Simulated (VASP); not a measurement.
Here is a VASP 6.6.1 calculation.

The input INCAR:

```
SYSTEM = Ni
  ALGO = Normal
  EDIFF = 1E-7
  ENCUT = 520
  ISIF = 2
  ISMEAR = 0
  ISPIN = 2
  LASPH = .True.
  LCHARG = .False.
  LMAXMIX = 4
  LMIXTAU = .True.
  LORBIT = 11
  LREAL = .False.
  LWAVE = .False.
  MAGMOM = 0.8 -0.8
  METAGGA = R2SCAN
  NELM = 150
  PREC = Accurate
  SIGMA = 0.1
```

Contents of KPOINTS:

```
k-points
0
Gamma
  16 16 12
  0 0 0
```

The input POSCAR:

```
Ni                                      
1.0
   -0.0000000000      1.7328343506     -1.7328343506
    0.0000000000      1.7328343506      1.7328343506
    3.4800778138      0.0000000000     -0.0000000000
  Ni            
     2
Direct
     1.0000000000000000    1.0000000000000000    0.0000000000000000
     0.5000000000000000    0.5000000000000000    0.5000000000000000
```

The input KPOINTS_OPT:

```
path GXMGZRAZ,XR,MA
15
line-mode
reciprocal
 0.0000000000  0.0000000000  0.0000000000  G
 0.0000000000  0.5000000000  0.0000000000  X

 0.0000000000  0.5000000000  0.0000000000  X
 0.5000000000  0.5000000000  0.0000000000  M

 0.5000000000  0.5000000000  0.0000000000  M
 0.0000000000  0.0000000000  0.0000000000  G

 0.0000000000  0.0000000000  0.0000000000  G
 0.0000000000  0.0000000000  0.5000000000  Z

 0.0000000000  0.0000000000  0.5000000000  Z
 0.0000000000  0.5000000000  0.5000000000  R

 0.0000000000  0.5000000000  0.5000000000  R
 0.5000000000  0.5000000000  0.5000000000  A

 0.5000000000  0.5000000000  0.5000000000  A
 0.0000000000  0.0000000000  0.5000000000  Z

 0.0000000000  0.5000000000  0.0000000000  X
 0.0000000000  0.5000000000  0.5000000000  R

 0.5000000000  0.5000000000  0.0000000000  M
 0.5000000000  0.5000000000  0.5000000000  A
```

Potentials or basis: VASP PAW PBE potentials, release 64 (Ni).

Launch:

```sh
$ cat potpaw_PBE.64/Ni/POTCAR > POTCAR
$ mpirun -np 1 vasp_std > vasp.out
```

What does it give for the pressure?

0.0 GPa.

Predict the net moment.

0.00 μB per cell.

Caveat: the PAW data sets were made with another functional, which shifts forces and pressure a little.
